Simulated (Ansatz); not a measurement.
# Lu (Im-3m) in Ansatz: notebook, part 2 of 2

Ansatz 0.2.0.

## (3) Relaxation of cell and atoms, PBEsol, target pressure 2 GPa, at which the enthalpy is minimised

Input file input.yaml:

```yaml
crystal:
  lattice:
    - [-1.9541071088, 1.9541071088, 1.9541071088]
    - [1.9541071088, -1.9541071088, 1.9541071088]
    - [1.9541071088, 1.9541071088, -1.9541071088]
  atoms:
    - { symbol: Lu, position: [0.0, 0.0, 0.0] }
hamiltonian:
  xc: pbesol
  pseudopotentials: { kind: paw }
kpoints:
  mp_grid: { grid: [10, 10, 10] }
scf:
  occupations: { method: fermi_dirac, width: 0.05 }
output:
  forces: true
  stress: true
  eigenvalues: true
relax:
  f_tol: 0.01
  max_steps: 40
  cell: { stress_tol: 0.05, p_target: 2.0 }
```

Potentials or basis: Ansatz PAW.

Command:

```sh
ansatz run input.yaml --threads 2 --pin off --max-ram 5632MiB --backend cpu --events-out ev --progress --plain --runs-dir out
```

Log:

```text
Warning: RAYON_NUM_THREADS=2 ignored (pool sized by the plan → 2); use --threads N
Engine: ansatz 0.2.0, aarch64-unknown-linux-gnu
Pseudopotentials: kind: paw
Pseudopotential: Lu, paw, valence charge 25, recommended cutoff 420 eV (normal), Lu.paw.azcp
Functional definition: PBEsol
  exchange = pbesol_x
  correlation = pbesol_c
Crystal: 1 atoms, lattice volume = 29.847 Å³
Basis set: ecut = 420 eV, 603 PW (Γ), exchange–correlation on 48×48×48 points (8 copies of the dense FFT grid, shifted against one another)
Bands: 17, of which v1, the nominal top of the filled ones, is band 13 counted from 1 (12 counted from 0)
Symmetry: 48 space group operations
Space group: Im-3m (ITA 229), of the structure as read, at distance tolerance 3.1e-5 Å
k-points: 47 of 1000
Non-local potential: Lu, projectors of the file, l = 0: 3, l = 1: 2, l = 2: 2, l = 3: 3
PAW form: soft (Blöchl's): semilocal exchange-correlation on the pseudo side does not see the compensation charge
PAW frozen core: Lu, regenerated for the run's functional, and the local potential with it (the file was generated under x = pbe(κ = 0.804, μ = 0.2195149727645171), c = pbe(β = 0.06672455060314922))
PAW one-centre angular grid: Lu, 590 points (default); XC on 64 Gauss nodes
Initial density: superposition of atomic densities (neutral atoms: chi_scale 0, normalization atom), corrected by the library's trained network
Initial wavefunctions: pseudopotential atomic-orbital guess
Functional: x = pbesol(κ = 0.804, μ = 0.12345679012345678), c = pbesol(β = 0.046)
SCF iter   1: F=—  HF=-14611.323404 eV  |F-HF|=—  |Δ(HF+E_count)|=         —  Δρ=1.34e-3  dr2=2.72e-4  ethr=1.77e-3  ⟨swp⟩=5.1  Hψ=4436  notcnv=0
preconditioner: auto → Kerker (q_TF=auto, 2.649 Å⁻¹)  [metal: Δε(μ)=0.025 eV  Ē_g=13.786 eV  σ=0.050 eV  W_gap=0.12  n_scr=12 (ndim 8)  ℏωp=32.6 eV  f_vac=0.000  D(μ)=2.40/eV (n_scr^D=18)]
SCF iter   2: F=—  HF=-14611.321124 eV  |F-HF|=—  |Δ(HF+E_count)|=   2.28e-3  Δρ=1.13e-3  dr2=3.68e-4  ethr=1.09e-6  ⟨swp⟩=4.0  Hψ=2695  notcnv=0
SCF iter   3: F=—  HF=-14611.320559 eV  |F-HF|=—  |Δ(HF+E_count)|=   5.65e-4  Δρ=5.88e-4  dr2=9.08e-5  ethr=1.09e-6  ⟨swp⟩=2.6  Hψ=1563  notcnv=0  defer=1
SCF iter   4: F=—  HF=-14611.320492 eV  |F-HF|=—  |Δ(HF+E_count)|=   6.67e-5  Δρ=2.31e-4  dr2=8.62e-6  ethr=3.63e-7  ⟨swp⟩=2.9  Hψ=1704  notcnv=0  defer=1
SCF iter   5: F=—  HF=-14611.320492 eV  |F-HF|=—  |Δ(HF+E_count)|=   1.73e-7  Δρ=2.90e-5  dr2=2.41e-7  ethr=3.45e-8  ⟨swp⟩=2.1  Hψ=1163  notcnv=0  defer=1
SCF iter   6: F=—  HF=-14611.320493 eV  |F-HF|=—  |Δ(HF+E_count)|=   3.55e-7  Δρ=1.41e-5  dr2=3.46e-8  ethr=4.00e-10  ⟨swp⟩=9.3  Hψ=5072  notcnv=0
SCF iter   7: F=—  HF=-14611.320492 eV  |F-HF|=—  |Δ(HF+E_count)|=   2.87e-7  Δρ=4.96e-6  dr2=1.51e-9  ethr=1.38e-10  ⟨swp⟩=6.1  Hψ=3793  notcnv=0
SCF iter   8: F=-14611.320492 eV  HF=-14611.320492 eV  |F-HF|=9.25e-9  |Δ(HF+E_count)|=   2.99e-8  Δρ=1.30e-6  dr2=1.27e-10  ethr=6.04e-12  ⟨swp⟩=5.4  Hψ=3335  notcnv=0
SCF 1 converged in 8 iterations: F = -14611.320492 eV  dr2 = 1.27e-10
relax step   1: F+E_penalty+E_count = -14611.32049225 eV  Δ(F+E_penalty+E_count) = +0.000e0 eV  max|allowed force component| = 0.000e0 eV/Å  Δτ_max = 0.0000 Å  P = -2.828 GPa  Ω = 29.847 Å³  (8 SCF iters, dr2 threshold 1.00e-7 eV, accepted)
Crystal: 1 atoms, lattice volume = 26.751 Å³
Basis set: ecut = 420 eV, 531 PW (Γ), exchange–correlation on 48×48×48 points (8 copies of the dense FFT grid, shifted against one another)
Initial density: handed on by an earlier stage of this run
Initial wavefunctions: those handed on with the density
iter 1 solved again at ethr=8.82e-6 eV; its pass at ethr=3.10e-3 eV (dr2=2.20e-3 eV) is discarded
SCF iter   1: F=—  HF=-14611.332778 eV  |F-HF|=—  |Δ(HF+E_count)|=         —  Δρ=3.99e-3  dr2=1.97e-3  ethr=8.82e-6  ⟨swp⟩=3.0  Hψ=6794  notcnv=0
preconditioner: auto → Kerker (q_TF=auto, 2.698 Å⁻¹)  [metal: Δε(μ)=0.038 eV  Ē_g=13.897 eV  σ=0.050 eV  W_gap=0.19  n_scr=12 (ndim 8)  ℏωp=34.4 eV  f_vac=0.000  D(μ)=2.21/eV (n_scr^D=18)]
SCF iter   2: F=—  HF=-14611.332149 eV  |F-HF|=—  |Δ(HF+E_count)|=   6.29e-4  Δρ=8.46e-4  dr2=1.48e-4  ethr=7.90e-6  ⟨swp⟩=3.0  Hψ=2049  notcnv=0
SCF iter   3: F=—  HF=-14611.331744 eV  |F-HF|=—  |Δ(HF+E_count)|=   4.05e-4  Δρ=1.26e-3  dr2=1.86e-4  ethr=5.94e-7  ⟨swp⟩=3.1  Hψ=2034  notcnv=0
SCF iter   4: F=—  HF=-14611.331702 eV  |F-HF|=—  |Δ(HF+E_count)|=   4.17e-5  Δρ=2.26e-4  dr2=9.73e-6  ethr=5.94e-7  ⟨swp⟩=2.9  Hψ=1657  notcnv=0  defer=1
[... 17 lines left out ...]
preconditioner: auto → Kerker (q_TF=auto, 2.697 Å⁻¹)  [metal: Δε(μ)=0.045 eV  Ē_g=13.968 eV  σ=0.050 eV  W_gap=0.22  n_scr=12 (ndim 8)  ℏωp=34.4 eV  f_vac=0.000  D(μ)=2.21/eV (n_scr^D=18)]
SCF iter   2: F=—  HF=-14611.331973 eV  |F-HF|=—  |Δ(HF+E_count)|=   8.96e-7  Δρ=8.51e-5  dr2=1.12e-6  ethr=1.27e-9  ⟨swp⟩=3.6  Hψ=2099  notcnv=0
SCF iter   3: F=—  HF=-14611.331972 eV  |F-HF|=—  |Δ(HF+E_count)|=   3.85e-7  Δρ=4.08e-5  dr2=1.80e-7  ethr=1.27e-9  ⟨swp⟩=3.0  Hψ=1715  notcnv=0
SCF iter   4: F=—  HF=-14611.331972 eV  |F-HF|=—  |Δ(HF+E_count)|=   4.78e-8  Δρ=7.56e-6  dr2=8.57e-9  ethr=7.19e-10  ⟨swp⟩=2.4  Hψ=1438  notcnv=0
SCF iter   5: F=—  HF=-14611.331972 eV  |F-HF|=—  |Δ(HF+E_count)|=   4.09e-9  Δρ=1.34e-6  dr2=7.60e-11  ethr=3.43e-11  ⟨swp⟩=3.6  Hψ=1866  notcnv=0
SCF iter   6: F=—  HF=-14611.331972 eV  |F-HF|=—  |Δ(HF+E_count)|=  2.46e-10  Δρ=4.99e-7  dr2=2.52e-11  ethr=1.00e-12  ⟨swp⟩=9.7  Hψ=5683  notcnv=0
SCF iter   7: F=-14611.331972 eV  HF=-14611.331972 eV  |F-HF|=1.82e-12  |Δ(HF+E_count)|=  7.28e-12  Δρ=5.64e-8  dr2=7.23e-13  ethr=1.00e-12  ⟨swp⟩=6.9  Hψ=4349  notcnv=0
SCF 4 converged in 7 iterations: F = -14611.331972 eV  dr2 = 7.23e-13
relax step   4: F+E_penalty+E_count = -14611.33197222 eV  Δ(F+E_penalty+E_count) = +6.198e-4 eV  max|allowed force component| = 0.000e0 eV/Å  Δτ_max = 0.0000 Å  P = +1.966 GPa  Ω = 26.822 Å³  stress off target by 3.39e-2 GPa  SCF on the basis re-selected at this cell (its energy is not comparable with the rows above)  (7 SCF iters)
basis re-selected at this cell: Δ(F+E_penalty+E_count) = +6.198e-4 eV, ΔP = -0.022 GPa vs the last step (what re-selecting the basis moved, of the pressure what is left beyond the Pulay correction that the steps carried, after the strain that the cell walked since its last selection, with what the two solves' SCF thresholds leave and, on support functions, any second-order correction that the steps lacked; it is no measure of the basis error at this ecutwfc). This SCF's stress stands 3.39e-2 GPa from its target on what of the cell is left free (relax.cell.stress_tol is 5.00e-2 GPa) and its largest allowed force component is 0.00e0 eV/Å (relax.f_tol is 1.00e-2 eV/Å): within both
SCF converged after 7 iterations
Free energy (F): -14611.331972 eV
Harris-Foulkes:  -14611.331972 eV  (|F-HF|=1.82e-12)
Internal energy: -14611.313625 eV  (E = F + TS)
E sigma→0 (E₀):  -14611.322799 eV
Entropy (-TS):   -0.018347 eV (-18.347 meV/atom)
Fermi energy:    15.066362 eV
--- Per-component energies (eV) ---
  E_band       = 28.764999
  E_kinetic    = 420.197713
  E_local      = -6536.619274  (includes V_loc(G=0)·N_el)
  E_nonlocal   = 582.436988
  E_hartree    = 2736.168804
  E_xc         = -216.613400
  E_vxc        = -257.673687  (∫ρ·V_xc dr)
  E_paw        = -7255.903142  (= ΣΔE_a)
  E_vpaw       = 348.085658  (= ΣTr[D̂ρ^β])
  E_aug_tail   = 0.000035  (compensation charges beyond the density's cutoff)
  E_ewald      = -4342.173516
  E_core_change = 1.192168  (= ΣΔE_core)
  E_smearing   = -0.018347  (= −TS)
  E_closure    = -0.000000  (closes the sum)
  Σ components = -14611.331972   (vs F -14611.331972, Δ=0.00e0)
--- Forces (eV/Å), atoms counted from 1 ---
  atom   1  Lu     0.00000000     0.00000000     0.00000000
  max |Σ_I F_I| component: 8.22e-31 eV/Å
--- Stress (GPa, compression-positive) ---
        1.966067      -0.000000       0.000000
        0.000000       1.966067       0.000000
       -0.000000      -0.000000       1.966067
  P = ⅓ Tr σ = 1.9661 GPa (19.661 kbar)
--- Band table (eV; the first three rows and the last of 47) ---
  k-point 0: bands = ["-41.1025", "-11.4824", "-11.4824", "-11.4824", "8.6542", "10.0649", "10.0649", "10.0649", "10.1829", "10.1829", "10.1829", "10.2068", "17.2275", "17.2275", "17.2275", "19.6856", "19.6856"]
  k-point 1: bands = ["-41.0980", "-11.5493", "-11.5033", "-11.4827", "8.9731", "10.0681", "10.0707", "10.0723", "10.1758", "10.1791", "10.1799", "10.1980", "16.9889", "17.0957", "17.5550", "19.3456", "19.6849"]
  k-point 2: bands = ["-41.0862", "-11.7202", "-11.5575", "-11.4834", "9.8536", "10.0747", "10.0877", "10.0925", "10.1557", "10.1590", "10.1739", "10.1917", "16.4405", "16.5104", "18.5054", "19.1467", "19.7458"]
  k-point 46: bands = ["-41.0192", "-11.9439", "-11.9439", "-11.9439", "10.0483", "10.1176", "10.1176", "10.1176", "10.1887", "10.1887", "10.1887", "13.2766", "13.2766", "21.3403", "21.3403", "21.3403", "22.0561"]
--- Relaxed structure (3 steps of the walk, 3 accepted, 1 SCFs on fresh bases) ---
  F+E_penalty+E_count = -14611.33197222 eV   max|allowed force component| = 0.000e0 eV/Å   (the final SCF, on the basis selected at the relaxed cell)
  cell:  # Å, volume = 26.8215 Å³
    - [-1.8857085375515352, 1.8857085375515352, 1.8857085375515352]
    - [1.8857085375515352, -1.8857085375515352, 1.8857085375515352]
    - [1.8857085375515352, 1.8857085375515352, -1.8857085375515352]
  atoms:
    - { symbol: Lu, position: [0.0, 0.0, 0.0] }
```

It took 3.8 s on 2 threads of Arm Neoverse V2, shared host; peak memory 0.3 GiB.

What came out:

```yaml
Free_energy: -14611.3320 eV
Relaxed_volume: 26.82 Å³/atom
Relaxed_cell: a = 3.266 Å, b = 3.266 Å, c = 3.266 Å, α = 109.47°, β = 109.47°, γ = 109.47°
Space_group_after_relaxing_to_0.05_Å: Im-3m (No. 229)
Energy_change_on_relaxing_the_enthalpy_is_what_falls: -11.5 meV/atom
Ionic_steps: 4
Pressure_after_relaxing: 2.0 GPa
Band_gap_on_the_k_mesh: none (metal or under the smearing width)
```

Step by step:
```
step  energy change (eV)  largest force (eV/Å)  volume (Å³)
   1              0.0000                0.0000        29.85
   2             -0.0112                0.0000        26.75
   3             -0.0121                0.0000        26.82
   4             -0.0115                0.0000        26.82
```

Final structure:
```cif
data_structure
_symmetry_space_group_name_H-M 'P 1'
_symmetry_Int_Tables_number 1
_cell_length_a 3.2661
_cell_length_b 3.2661
_cell_length_c 3.2661
_cell_angle_alpha 109.471
_cell_angle_beta 109.471
_cell_angle_gamma 109.471
_cell_volume 26.82
loop_
_atom_site_label
_atom_site_type_symbol
_atom_site_fract_x
_atom_site_fract_y
_atom_site_fract_z
_atom_site_occupancy
Lu1 Lu 0.00000 0.00000 0.00000 1
```

Caveat: the plane-wave basis is chosen anew once the cell has moved, so the energies of steps on either side of that aren't comparable; the PAW data sets come from PBE, with cores solved anew for the run's functional, which leaves a small shift of forces and pressure. The run has no spin-orbit coupling, so splittings on Lu are missing.
